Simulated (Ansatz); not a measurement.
# W2NCl2 MXene bilayer (AB) in a perpendicular field, part 2 of 3

What dipole does a perpendicular field induce in the W2NCl2 MXene bilayer (AB)? A positive field points along +c.

Ansatz 0.2.0; plane-wave DFT, PBE-D4, Ansatz PAW.

So far. Step 2 (Relaxing the slab): The lattice constant a goes from 3.054 to 2.922 Å.

**3. Atoms held, field 0, start network**

A sawtooth potential applies the field, turning back in the middle of the vacuum. With the dipole correction the typed value is the field outside the slab. The induced dipole is small, so the SCF threshold is tight.

The cell differs from the one that the last finished run ended in (c 60.785 → 34.593 Å).

The input, input.yaml:

```yaml
crystal:
  lattice:
    - [2.9215438511, 0.0, 0.0]
    - [-1.4607719256, 2.5301311933, 0.0]
    - [0.0, 0.0, 34.592846246]
  atoms:
    - { symbol: Cl, position: [0.3333333333, 0.6666666667, 0.2601693985] }
    - { symbol: W, position: [0.6666666667, 0.3333333333, 0.314199856] }
    - { symbol: "N", position: [0.0, 0.0, 0.3554791041] }
    - { symbol: W, position: [0.3333333333, 0.6666666667, 0.3967900092] }
    - { symbol: Cl, position: [0.6666666667, 0.3333333333, 0.4507732488] }
    - { symbol: Cl, position: [0.6666666667, 0.3333333333, 0.5492267533] }
    - { symbol: W, position: [0.0, 0.0, 0.6032099926] }
    - { symbol: "N", position: [0.3333333333, 0.6666666667, 0.6445208974] }
    - { symbol: W, position: [0.6666666667, 0.3333333333, 0.6858001449] }
    - { symbol: Cl, position: [0.0, 0.0, 0.7398306015] }
kpoints:
  mp_grid: { grid: [18, 18, 1] }
  band_path:
    path: [[0, 0, 0], [0.5, 0, 0], [0.33333333, 0.33333333, 0], [0, 0, 0]]
    npoints: 16
hamiltonian:
  xc: pbe
  dispersion: d4
scf:
  occupations: { method: fermi_dirac, width: 0.05 }
  convergence: { dr2_threshold: 1.0e-10 }
efield:
  axis: 3
  dipole_correction: true
  ramp_position: 0.97
  ramp_width: 0.06
  amplitude: 0
output:
  dos: { projected: true, e_range: [-6, 5] }
  bader: true
  write_potential: true
  write_density: true
  volumetric_format: npy
  elf: true
```

Command:

```console
> ansatz run input.yaml --threads 4 --pin off --max-ram 12288MiB --backend cpu --events-out ev --progress --plain --runs-dir out
```

Numbers of over 12 decimals in the logs are rounded to 6 here.

Log:

```text
[...]
Crystal: 10 atoms, lattice volume = 255.706 Å³
Basis set: ecut = 420 eV, 4963 PW (Γ)
Bands: 57, of which v1, the nominal top of the filled ones, is band 47 counted from 1 (46 counted from 0)
Symmetry: 6 space group operations
k-points: 37 of 324 (time reversal used)
[...]
SCF iter   1: F=—  HF=-46629.080558 eV  |F-HF|=—  |Δ(HF+E_count)|=         —  Δρ=9.07e-3  dr2=5.73e-1  ethr=1.77e-3  p=0.000 e·Å  D=2.87e-9 V/Å  ΔV_dip=-0.00 eV  dr2_dipole=9.47e-7  V_vac-E_F(+/−)=4.64/4.64 eV  ⟨swp⟩=8.2  Hψ=10130  notcnv=0  defer=28
efield: sawtooth ramp at fractional position 0.9700 (set: `efield.ramp_position`, or a place that a band, a saddle search or an elastic batch's reference lends), width 0.0600; the density the first Hamiltonian is built on has a dipole p = 0.000 e·Å; the dipole correction subtracts the counter field D = 2.87e-9 V/Å, which shifts the + side's vacuum level by -0.00 eV against the − side's; the planar-averaged density in the ramp window peaks in size at 2.1e-5 e/Å³
[...]
SCF iter   2: F=—  HF=-46629.046213 eV  |F-HF|=—  |Δ(HF+E_count)|=   3.43e-2  Δρ=7.13e-3  dr2=1.81e-1  ethr=6.10e-4  p=0.000 e·Å  D=4.69e-5 V/Å  ΔV_dip=-0.00 eV  dr2_dipole=7.73e-6  V_vac-E_F(+/−)=3.76/3.76 eV  ⟨swp⟩=3.1  Hψ=3922  notcnv=0  defer=43
[...]
SCF iter  10: F=-46629.015046 eV  HF=-46629.015046 eV  |F-HF|=5.82e-11  |Δ(HF+E_count)|=  9.46e-11  Δρ=1.02e-7  dr2=2.61e-11  ethr=1.00e-12  p=0.000 e·Å  D=9.48e-7 V/Å  ΔV_dip=-0.00 eV  dr2_dipole=9.78e-14  V_vac-E_F(+/−)=3.89/3.89 eV  ⟨swp⟩=10.2  Hψ=6607  notcnv=0
SCF 1 converged in 10 iterations: F = -46629.015046 eV  dr2 = 2.61e-11
[...]
NSCF: frozen V_eff on 49 k-points
efield: sawtooth ramp at fractional position 0.9700 (kept from the solve that this one continues, or follows in the run), width 0.0600; the density the first Hamiltonian is built on has a dipole p = 0.000 e·Å; the dipole correction subtracts the counter field D = 9.48e-7 V/Å, which shifts the + side's vacuum level by -0.00 eV against the − side's; the planar-averaged density in the ramp window peaks in size at 3.1e-7 e/Å³
[...]
SCF converged after 10 iterations
Free energy (F): -46629.015046 eV
[...]
Internal energy: -46628.974950 eV  (E = F + TS)
E sigma→0 (E₀):  -46628.994998 eV
Entropy (-TS):   -0.040096 eV (-4.010 meV/atom)
Fermi energy:    7.132219 eV
Dipole field:    D = 0.000001 V/Å  (p = 0.000001 e·Å, saw-weighted, corrected)
Work function:   Φ+ = 3.8923 eV   Φ− = 3.8924 eV
Levels:          The Fermi level and band energies are counted from a zero that moves with the ramp; work functions are not
[...]
--- Band table (eV; the first three rows and the last of 37) ---
  k-point 0: bands = [... 43 lower, 5.9746, 5.9815, 5.9815, 6.0099, 6.0404, 7.0556, 7.0556, 7.0562, ... 6 higher]
  k-point 1: bands = [... 43 lower, 5.8087, 6.0445, 6.0518, 6.1559, 6.1794, 7.0016, 7.0044, 7.1326, ... 6 higher]
  k-point 2: bands = [... 43 lower, 5.4160, 6.2405, 6.2470, 6.2974, 6.3302, 6.8163, 6.8336, 7.3231, ... 6 higher]
  k-point 36: bands = [... 43 lower, 6.4158, 6.6047, 6.6791, 6.6791, 6.7575, 8.4703, 8.4811, 8.4811, ... 6 higher]
--- Bader charges: 10 sites ---
  site symbol  charge [e]  shift [e]
     0     Cl     -0.5378     0.0016
     1      W      1.2964     0.0033
     2      N     -1.5162     0.0035
     3      W      1.2951     0.0033
     4     Cl     -0.5376     0.0016
     5     Cl     -0.5376     0.0016
     6      W      1.2951     0.0033
     7      N     -1.5161     0.0035
     8      W      1.2964     0.0033
     9     Cl     -0.5378     0.0016
  estimated error of the sums over rays = 4.9e-4 e
```

Elapsed: 47 s, on 4 threads of Arm Neoverse V1, shared host; peak memory 0.99 GiB.

Numbers from this step:

| Property | Result |
| --- | --- |
| energy at zero smearing | -46628.9950 eV |
| work function, upper face | 3.892 eV |
| dipole along the normal | 8.14e-7 e·Å |

Running mean over a fixed 2.7 Å (it still follows the layers) of the planar mean; the ramp of the sawtooth is left out. Electron's electrostatic potential energy less the Fermi level against z:

| z (Å) | electron's electrostatic potential energy less the Fermi level (eV) |
| --- | --- |
| 4 | 3.89 |
| 5 | 3.89 |
| 6 | 3.86 |
| 7 | 3.10 |
| 8 | -2.00 |
| 9 | -6.31 |
| 10 | -13.2 |
| 11 | -12.9 |
| 12 | -12.9 |
| 13 | -13.3 |
| 14 | -12.8 |
| 15 | -11.1 |
| 16 | -4.30 |
| 17 | -0.470 |
| 18 | -2.22 |
| 19 | -6.34 |
| 20 | -13.2 |
| 21 | -12.9 |
| 22 | -12.9 |
| 23 | -13.3 |
| 24 | -12.8 |
| 25 | -11.0 |
| 26 | -4.26 |
| 27 | 0.330 |
| 28 | 3.69 |
| 29 | 3.88 |
| 30 | 3.89 |
| 31 | 3.89 |

The density of states has structure finer than the step of the table below, so its rows give means over 0.25 eV, whole bins alone (the curve runs from -6 to 1.99 eV). Peaks (eV: height): -5.780: 13.3, -5.150: 11.5, -3.680: 7.32, -0.870: 8.50, -0.490: 8.93, 1.360: 20.9, 1.970: 9.84.

Density of states against energy, zero at the Fermi level; means over each step:

| energy (eV) | density of states (states/eV a cell) |
| --- | --- |
| -5.75 | 11.7 |
| -5.50 | 8.56 |
| -5.25 | 7.68 |
| -5.00 | 4.18 |
| -4.75 | 4.42 |
| -4.50 | 4.27 |
| -4.25 | 3.81 |
| -4.00 | 3.42 |
| -3.75 | 4.02 |
| -3.50 | 5.79 |
| -3.25 | 4.59 |
| -3.00 | 3.23 |
| -2.75 | 2.13 |
| -2.50 | 1.66 |
| -2.25 | 4.36 |
| -2.00 | 5.20 |
| -1.75 | 3.93 |
| -1.50 | 2.89 |
| -1.25 | 2.74 |
| -1.00 | 4.70 |
| -0.75 | 4.16 |
| -0.50 | 6.04 |
| -0.25 | 5.59 |
| 0.00 | 4.17 |
| 0.25 | 3.85 |
| 0.50 | 3.56 |
| 0.75 | 4.53 |
| 1.00 | 6.02 |
| 1.25 | 9.74 |
| 1.50 | 8.03 |
| 1.75 | 6.21 |

Projected DOS per atom over height of the atomic layer and energy from the Fermi level. Layers: Cl W N W Cl Cl W N W Cl from below.

Ten even steps from '0' (0.02 states/eV) to '9' (1.97 states/eV), each cell a mean:
```
1606116061
1909119091
0606006060
0404004040
0303003030
0404004040
1505115051
0414004140
0303003030
0202002020
0313003130
0414004140
0101001010
1101111011
2202222022
3111331113
2101221012
3101331013
3101331013
3232332323
4252442524
6373663736
```
Columns: height of the atomic layer (Å) from 9 to 25.6 (not evenly spaced); rows upwards: energy from the Fermi level (eV) from -5.96 to 1.96.

The electronic bands at the labelled points (eV, zero at the Fermi level):

| point | band 45 | band 46 | band 47 | band 48 | band 49 | band 50 | band 51 | band 52 |
| --- | --- | --- | --- | --- | --- | --- | --- | --- |
| Γ | -1.15 | -1.15 | -1.12 | -1.09 | -0.08 | -0.08 | -0.08 | -0.08 |
| halfway | -0.90 | -0.86 | -0.48 | -0.35 | 0.31 | 0.31 | 0.95 | 0.96 |
| M | 0.89 | 1.05 | 1.34 | 1.37 | 1.89 | 2.04 | 2.51 | 2.72 |
| halfway | 0.60 | 0.64 | 0.65 | 0.67 | 1.45 | 1.50 | 1.73 | 1.87 |
| K | -0.53 | -0.45 | -0.45 | -0.37 | 1.34 | 1.35 | 1.35 | 1.36 |
| halfway | -1.37 | -1.32 | -0.51 | -0.51 | 1.18 | 1.27 | 1.34 | 1.39 |
| Γ | -1.15 | -1.15 | -1.12 | -1.09 | -0.08 | -0.08 | -0.08 | -0.08 |

ELF in the ca plane at fractional y = 0.667, with atoms of Cl and W and N within 0.2 Å of it. It is the smooth field of the valence electrons, not physical close to the nuclei.

Ten even steps from '0' (0.00) to '9' (0.85), each cell a mean:
```
33337999840048999722452122135314899973100000
33337999840048999722552122135314999973100000
44225888620026887522332466323323688742000000
77622443200002333223324888732322233210000000
53752110000000000124337846843431000000000000
42752100000000000024337735843431000000000000
77632332100001232223325888732332233210000000
45324787520025787422322576323323688642000000
```
Columns run along c (16.0 Å, from fractional 0.39 to 0.86 of the cell), rows up along a (2.9 Å). Atoms in or near the plane, at fractional coordinates: W at (0.40, 0.33), N at (0.64, 0.33).

Valence density in the ca plane at fractional y = 0.667, with atoms of Cl and W and N within 0.2 Å of it. It is the smooth field of the valence electrons, not physical close to the nuclei.

Values in e/Å³, 5 rows by 16 columns, each cell a mean:
```
0.0 0.0 0.0 0.0 0.0 0.0 0.1 0.2 0.6 0.9 0.6 0.4 0.3 0.7 0.4 0.0
0.0 0.0 0.0 0.0 0.0 0.0 0.2 0.6 0.5 0.6 0.4 0.6 0.7 0.5 0.3 0.0
0.0 0.0 0.0 0.0 0.0 0.0 0.8 1.4 0.5 0.3 0.2 2.8 3.1 0.3 0.1 0.0
0.0 0.0 0.0 0.0 0.0 0.0 1.0 1.2 0.5 0.3 0.2 3.3 3.6 0.2 0.1 0.0
0.0 0.0 0.0 0.0 0.0 0.0 0.4 1.0 0.4 0.5 0.3 1.2 1.3 0.4 0.2 0.0
```
Columns run along c (16.0 Å, from fractional 0.06 to 0.52 of the cell), rows up along a (2.9 Å). Atoms in or near the plane, at fractional coordinates: Cl at (0.26, 0.33), W at (0.40, 0.33).

Electrostatic potential energy in the ca plane at fractional y = 0.667, with atoms of Cl and W and N within 0.2 Å of it. With pseudopotentials it is smooth inside the atoms' cores, unlike the true potential.

Values in eV, 5 rows by 16 columns, each cell a mean:
```
 11  11  11  11  10   8   3 -16   0   5   3   4  -1   9   9  -1
 11  11  11  11  10   1   2  -8   2   2 -10   2   3  10  10   3
 11  11  11  11   6 -35 -11   4   7 -13 -45  -7   8  10  10   9
 11  11  11  11   5 -41 -15   6   7 -17 -47 -10   9  10  11   9
 11  11  11  11   9  -9   0  -2   4  -2 -25   0   6  10  10   6
```
Columns run along c (16.0 Å, from fractional 0.10 to 0.57 of the cell; values clipped at the 3rd and 97th percentile), rows up along a (2.9 Å). Atoms in or near the plane, at fractional coordinates: Cl at (0.26, 0.33), W at (0.40, 0.33).

The work function of the upper face is 3.89 eV.

**4. Atoms held, field 0.03 V/Å**

Changes to input.yaml since step 3:

```diff
@@ -32,6 +32,4 @@
   ramp_width: 0.06
-  amplitude: 0
+  amplitude: 0.03
 output:
-  dos: { projected: true, e_range: [-6, 5] }
-  bader: true
   write_potential: true
@@ -39,2 +37 @@
   volumetric_format: npy
-  elf: true
```

Log:

```text
[...]
Crystal: 10 atoms, lattice volume = 255.706 Å³
Basis set: ecut = 420 eV, 4963 PW (Γ)
Bands: 57, of which v1, the nominal top of the filled ones, is band 47 counted from 1 (46 counted from 0)
Symmetry: 6 space group operations
k-points: 37 of 324 (time reversal used)
[...]
k-point 0: bands = [... 43 lower, 5.9746, 5.9815, 5.9815, 6.0099, 6.0403, 7.0555, 7.0555, 7.0562, ... 6 higher]
  k-point 1: bands = [... 43 lower, 5.8086, 6.0445, 6.0517, 6.1558, 6.1794, 7.0015, 7.0044, 7.1325, ... 6 higher]
  k-point 2: bands = [... 43 lower, 5.4160, 6.2404, 6.2470, 6.2974, 6.3302, 6.8163, 6.8336, 7.3230, ... 6 higher]
  k-point 36: bands = [... 43 lower, 6.4167, 6.6046, 6.6783, 6.6798, 6.7574, 8.4702, 8.4809, 8.4813, ... 6 higher]
[key lines of the parts left out:]
SCF converged after 11 iterations
Free energy (F): -46629.015385 eV
Fermi energy:    7.132194 eV
Dipole field:    D = 0.016033 V/Å  (p = 0.022657 e·Å, saw-weighted, corrected)
```

Run time: 34 s. Hardware: 4 threads; peak memory 0.93 GiB.

The dipole is 0.0227 e·Å.

**5. Atoms held, field -0.03 V/Å**

Changes to input.yaml since step 4:

```diff
@@ -32,3 +32,3 @@
   ramp_width: 0.06
-  amplitude: 0.03
+  amplitude: -0.03
 output:
```

Log:

```text
[...]
Crystal: 10 atoms, lattice volume = 255.706 Å³
Basis set: ecut = 420 eV, 4963 PW (Γ)
Bands: 57, of which v1, the nominal top of the filled ones, is band 47 counted from 1 (46 counted from 0)
Symmetry: 6 space group operations
k-points: 37 of 324 (time reversal used)
[...]
k-point 0: bands = [... 43 lower, 5.9746, 5.9815, 5.9815, 6.0099, 6.0403, 7.0555, 7.0555, 7.0562, ... 6 higher]
  k-point 1: bands = [... 43 lower, 5.8086, 6.0445, 6.0517, 6.1558, 6.1794, 7.0015, 7.0044, 7.1325, ... 6 higher]
  k-point 2: bands = [... 43 lower, 5.4160, 6.2404, 6.2470, 6.2974, 6.3302, 6.8163, 6.8336, 7.3230, ... 6 higher]
  k-point 36: bands = [... 43 lower, 6.4167, 6.6046, 6.6783, 6.6798, 6.7574, 8.4702, 8.4809, 8.4813, ... 6 higher]
[key lines of the parts left out:]
SCF converged after 11 iterations
Free energy (F): -46629.015385 eV
Fermi energy:    7.132193 eV
Dipole field:    D = -0.016027 V/Å  (p = -0.022648 e·Å, saw-weighted, corrected)
```

The job ended after 35 s (4 threads; peak memory 0.94 GiB).

The dipole is -0.0226 e·Å.

**6. Single point, field 0.15 V/Å**

Changes to input.yaml since step 5:

```diff
@@ -30,5 +30,5 @@
   dipole_correction: true
-  ramp_position: 0.97
-  ramp_width: 0.06
-  amplitude: -0.03
+  ramp_position: 0.963
+  ramp_width: 0.074
+  amplitude: 0.15
 output:
```

Log:

```text
[...]
Crystal: 10 atoms, lattice volume = 255.706 Å³
Basis set: ecut = 420 eV, 4963 PW (Γ)
Bands: 57, of which v1, the nominal top of the filled ones, is band 47 counted from 1 (46 counted from 0)
Symmetry: 6 space group operations
k-points: 37 of 324 (time reversal used)
[...]
k-point 0: bands = [... 43 lower, 5.9735, 5.9813, 5.9813, 6.0091, 6.0398, 7.0543, 7.0543, 7.0560, ... 6 higher]
  k-point 1: bands = [... 43 lower, 5.8083, 6.0434, 6.0515, 6.1550, 6.1789, 7.0005, 7.0040, 7.1315, ... 6 higher]
  k-point 2: bands = [... 43 lower, 5.4155, 6.2395, 6.2467, 6.2966, 6.3296, 6.8154, 6.8331, 7.3220, ... 6 higher]
  k-point 36: bands = [... 43 lower, 6.4194, 6.6039, 6.6747, 6.6822, 6.7567, 8.4688, 8.4795, 8.4813, ... 6 higher]
[key lines of the parts left out:]
SCF converged after 11 iterations
Free energy (F): -46629.023540 eV
Fermi energy:    7.131515 eV
Dipole field:    D = 0.080157 V/Å  (p = 0.113271 e·Å, saw-weighted, corrected)
```

The job ended after 34 s (4 threads; peak memory 0.94 GiB).

The dipole is 0.113 e·Å.

**7. Single point, field 0.25 V/Å**

Changes to input.yaml since step 6:

```diff
@@ -32,3 +32,3 @@
   ramp_width: 0.074
-  amplitude: 0.15
+  amplitude: 0.25
 output:
```

Log:

```text
[...]
Crystal: 10 atoms, lattice volume = 255.706 Å³
Basis set: ecut = 420 eV, 4963 PW (Γ)
Bands: 57, of which v1, the nominal top of the filled ones, is band 47 counted from 1 (46 counted from 0)
Symmetry: 6 space group operations
k-points: 37 of 324 (time reversal used)
[...]
k-point 0: bands = [... 43 lower, 5.9715, 5.9808, 5.9808, 6.0076, 6.0387, 7.0525, 7.0525, 7.0553, ... 6 higher]
  k-point 1: bands = [... 43 lower, 5.8076, 6.0415, 6.0510, 6.1536, 6.1778, 6.9987, 7.0033, 7.1297, ... 6 higher]
  k-point 2: bands = [... 43 lower, 5.4147, 6.2377, 6.2459, 6.2950, 6.3286, 6.8138, 6.8322, 7.3203, ... 6 higher]
  k-point 36: bands = [... 43 lower, 6.4210, 6.6026, 6.6709, 6.6835, 6.7554, 8.4662, 8.4777, 8.4806, ... 6 higher]
[key lines of the parts left out:]
SCF converged after 11 iterations
Free energy (F): -46629.038643 eV
Fermi energy:    7.130244 eV
Dipole field:    D = 0.133604 V/Å  (p = 0.188799 e·Å, saw-weighted, corrected)
```

Wall time 35 s (4 threads); peak memory 0.94 GiB; 2.3 min of CPU time.

The dipole is 0.189 e·Å.

**8. Single point, field -0.25 V/Å**

Changes to input.yaml since step 7:

```diff
@@ -32,4 +32,6 @@
   ramp_width: 0.074
-  amplitude: 0.25
+  amplitude: -0.25
 output:
+  dos: { projected: true, e_range: [-6, 5] }
+  bader: true
   write_potential: true
@@ -37 +39,2 @@
   volumetric_format: npy
+  elf: true
```

Log:

```text
[...]
Crystal: 10 atoms, lattice volume = 255.706 Å³
Basis set: ecut = 420 eV, 4963 PW (Γ)
Bands: 57, of which v1, the nominal top of the filled ones, is band 47 counted from 1 (46 counted from 0)
Symmetry: 6 space group operations
k-points: 37 of 324 (time reversal used)
[...]
--- Bader charges: 10 sites ---
  site symbol  charge [e]  shift [e]
     0     Cl     -0.5298     0.0016
     1      W      1.2989     0.0033
     2      N     -1.5167     0.0035
     3      W      1.2953     0.0033
     4     Cl     -0.5376     0.0016
     5     Cl     -0.5375     0.0016
     6      W      1.2950     0.0033
     7      N     -1.5157     0.0035
     8      W      1.2940     0.0033
     9     Cl     -0.5459     0.0016
  estimated error of the sums over rays = 4.8e-4 e
[key lines of the parts left out:]
SCF converged after 11 iterations
Free energy (F): -46629.038643 eV
Fermi energy:    7.130238 eV
Dipole field:    D = -0.133598 V/Å  (p = -0.188790 e·Å, saw-weighted, corrected)
```

Elapsed: 51 s, on 4 threads; peak memory 0.97 GiB.

The dipole is -0.189 e·Å.

[end of part 2 of 3]

[Logs are printed without paths, hosts, clocks, repeated set-up lines and the standing remarks that a program may print on its own settings, such as how far it seeks lower states.]

[Hosts, paths, dates, database ids (printed as entryN), source tags and the programs' standing remarks are cut or masked in the printed files.]

[Maps of the electrostatic potential energy from Ansatz leave out the sawtooth potential of an applied field or a dipole correction, so their vacuum need not be flat; planar profiles and work functions include it.]

[The density of states shown here was stored with 400 of the rows of the run's finer table, so its peaks can read low, often by over a quarter, or be missed, and its means over a window can be off by a tenth or more.]
